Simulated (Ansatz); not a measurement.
**PbTe: band gap under strain**

Aim: follow the gap of PbTe (rocksalt) through these states: -1.5 % shear in the xy plane; +1.5 % equal strain in all directions; -1.0 % biaxial strain in the (111) plane, free along [111]. The table at the end shows which levels were run.

Code: Ansatz 0.2.0. PAW datasets, plane waves. (Simulation; spin polarisation is off.)

## 1. The structure to begin with

The unstrained cell was relaxed with r2SCAN; in each strained cell the atoms were relaxed again with r2SCAN. Names of k-points are those of the unstrained zone, where strain can split equivalent points. First state: -1.5 % shear in the xy plane.

It is orthorhombic, Immm (No. 71); a = 4.587 Å, b = 4.656 Å, c = 6.536 Å in the conventional setting, 34.89 Å³ an atom. Around Pb lie 6 Te at 3.27 Å; around Te lie 6 Pb at 3.27 Å.

As a file:

```xyz
2
Lattice="-0.0245 3.2678 3.2678 3.2678 -0.0245 3.2678 3.2433 3.2433 0.0000" Properties=species:S:1:pos:R:3 pbc="T T T"
Pb    0.0000    0.0000    0.0000
Te    3.2433    3.2433    3.2678
```

From earlier runs on the unstrained cell: PBE 0.80 eV, r2SCAN 1.09 eV, HSE06 1.20 eV, G0W0 1.05 eV (on its mesh); a = 6.536 Å.

## 2. -1.5 % shear in the xy plane: PBE

input.yaml reads:

```yaml
crystal:
  lattice:
    - [-0.0245087798, 3.267837303, 3.267837303]
    - [3.267837303, -0.0245087798, 3.267837303]
    - [3.2433285233, 3.2433285233, 0.0]
  atoms:
    - { symbol: Pb, position: [0.0, 0.0, 0.0] }
    - { symbol: Te, position: [0.5, 0.5, 0.5] }
kpoints:
  mp_grid: { grid: [8, 8, 8] }
  band_path:
    path:
      - [0.0, 0.0, 0.0]
      - [0.5, 0.0, 0.5]
      - [0.625, 0.25, 0.625]
      - [0.375, 0.375, 0.75]
      - [0.5, 0.5, 0.5]
      - [0.5, 0.25, 0.75]
    npoints: 1
hamiltonian:
  xc: pbe
scf:
  occupations: { method: fermi_dirac, width: 0.02 }
  n_extra_bands: 4
output:
  forces: true
  stress: true
  eigenvalues: true
```

Started as:

```bash
> ansatz run input.yaml --threads 2 --pin off --max-ram 2211MiB --backend cpu --events-out ev --progress --plain --runs-dir out
```

The runs that follow: -1.5 % shear in the xy plane: r2SCAN; -1.5 % shear in the xy plane: HSE06; -1.5 % shear in the xy plane: G0W0@PBE; +1.5 % equal strain in all directions: PBE; +1.5 % equal strain in all directions: r2SCAN; +1.5 % equal strain in all directions: HSE06; +1.5 % equal strain in all directions: G0W0@PBE; -1.0 % biaxial strain in the (111) plane, free along [111]: PBE; -1.0 % biaxial strain in the (111) plane, free along [111]: r2SCAN; -1.0 % biaxial strain in the (111) plane, free along [111]: HSE06; -1.0 % biaxial strain in the (111) plane, free along [111]: G0W0@PBE.

Before running it: what results should come out?

The runs gave:

Least gap in eV (negative: overlap), with the change from the unstrained cell in brackets. G0W0 is on its own coarse mesh.

| state | volume change (%) | PBE | r2SCAN | HSE06 | G0W0 |
| --- | --- | --- | --- | --- | --- |
| -1.5 % shear in the xy plane | -0.0 | 0.73 (-0.07) | 1.01 (-0.08) | 1.12 (-0.08) | 0.97 (-0.08) |
| +1.5 % equal strain in all directions | +4.6 | 0.88 (+0.08) | 1.17 (+0.08) | 1.29 (+0.09) | 1.15 (+0.10) |
| -1.0 % biaxial strain in the (111) plane, free along [111] | -1.0 | 0.65 (-0.15) | 0.93 (-0.16) | 1.03 (-0.17) | 0.89 (-0.16) |

The largest move of the HSE06 gap in the table is -0.169 eV, under -1.0 % biaxial strain in the (111) plane, free along [111]. PBE and HSE06 differ by 0.40 eV on the unstrained gap, and by at most 0.02 eV on its change: PBE follows the response to strain far better than the gap itself. Spin-orbit coupling is left out of the table, though the cell holds Pb (Z = 82); in an element this heavy it can shift bands and gaps by tenths of an eV. G0W0 values are finite-basis, finite-mesh values.
